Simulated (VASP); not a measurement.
Runs of VASP 6.6.1 on BN. Symmetry: R3m, No. 160, trigonal system. The conventional cell has a = 2.502 Å, b = 2.502 Å, c = 10.119 Å, α = 90.00°, β = 90.00°, γ = 120.00°. N (site symmetry 3m) is surrounded by 3 B at 1.44 Å. B (site symmetry 3m) is surrounded by 3 N at 1.44 Å. The cell is a database's computed one.

```csv
task,level,cell,k mesh,cutoff (eV),grid for exact exchange (PRECFOCK),exchange at q = 0,mesh quality,gap on the mesh (eV),pressure (GPa),relaxed volume (Å³/atom),largest force (eV/Å)
relaxation of cell and atoms,vdW-DF-cx,relaxed,12 × 12 × 12,600,-,-,not flagged,4.07,0.0,8.69,-
relaxation of cell and atoms,optPBE-vdW,relaxed,12 × 12 × 12,600,-,-,not flagged,(b),0.0,9.20,-
relaxation of cell and atoms,optB86b-vdW,relaxed,12 × 12 × 12,600,-,-,not flagged,4.12,0.0,8.77,-
relaxation of cell and atoms,vdW-DF,relaxed,12 × 12 × 12,600,-,-,not flagged,4.41,0.1,9.57,0.01
relaxation of cell and atoms,rev-vdW-DF2,relaxed,12 × 12 × 12,600,-,-,not flagged,4.10,0.0,8.78,0.01
relaxation of cell and atoms,optB88-vdW,relaxed,12 × 12 × 12,600,-,-,not flagged,4.19,0.0,8.85,0.01
relaxation of cell and atoms,BEEF-vdW,relaxed,12 × 12 × 12,600,-,-,not flagged,4.57,0.0,(a),-
relaxation of cell and atoms,vdW-DF2,relaxed,12 × 12 × 12,600,-,-,not flagged,4.36,0.0,9.44,-
band structure,PBEsol0,as given,6 × 6 × 6,520,Fast,default,coarse,6.22,-3.2,-,0.01
```

Alike in all rows: potentials or basis VASP PAW PBE potentials, release 64 (N, B); no spin polarisation; smearing fermi-dirac 0.05 eV.

Task: Fill in the values left out.

Result: (a) 9.87; (b) 4.29.

Caveats: some runs use coarse meshes; the PAW data sets were made with another functional, which shifts forces and pressure a little; an unscreened hybrid on a path of extra k points without a Coulomb cutoff has errors near the mesh points, so the bands along the path aren't reliable (some runs).

A k mesh can miss the band edges.

Runs at the PBE level aren't shown here.
